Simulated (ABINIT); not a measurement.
The system is Ge.

```
Ge
1.0
     0.00000    2.82891    2.82891
     2.82891    0.00000    2.82891
     2.82891    2.82891    0.00000
Ge
2
Direct
  0.75000 0.75000 0.75000
  0.50000 0.50000 0.50000
```

| Quantity | Value |
| --- | --- |
| Program | ABINIT 10.8.3 (patched build) |
| Task | relaxation of cell and atoms |
| Functional | PBE |
| Potentials or basis | JTH PAW PBE v2.0 |
| Cutoff | 599 eV |
| k mesh | 6 × 6 × 6 |
| Occupations | fermi-dirac, width 0.05 eV |
| Spin | no spin polarisation |

At the start: pressure 3.8 GPa; volume 22.64 Å³/atom.

Question: Where does the relaxation end?

Answer: Over 4 steps the energy falls by 15.8 meV/atom and the volume is 24.01 Å³/atom (+6.1 %); space group Fd-3m (No. 227, to 0.05 Å).

The path:
```csv
step,energy change (eV),largest force (eV/Å),pressure (GPa),volume (Å³)
1,0.0000,0.0000,3.85,45.28
2,-0.0114,0.0000,3.00,45.81
3,-0.0316,0.0000,0.20,47.86
4,-0.0317,0.0000,0.00,48.02
```

Final structure:
```cif
data_structure
_symmetry_space_group_name_H-M 'P 1'
_symmetry_Int_Tables_number 1
_cell_length_a 4.0798
_cell_length_b 4.0798
_cell_length_c 4.0798
_cell_angle_alpha 60.000
_cell_angle_beta 60.000
_cell_angle_gamma 60.000
_cell_volume 48.02
loop_
_atom_site_label
_atom_site_type_symbol
_atom_site_fract_x
_atom_site_fract_y
_atom_site_fract_z
_atom_site_occupancy
Ge1 Ge 0.75000 0.75000 0.75000 1
Ge2 Ge 0.50000 0.50000 0.50000 1
```

The cell as given is a measured one (22.64 Å³/atom); PBE puts the equilibrium volume +6.1 % from it, thermal expansion not counted.
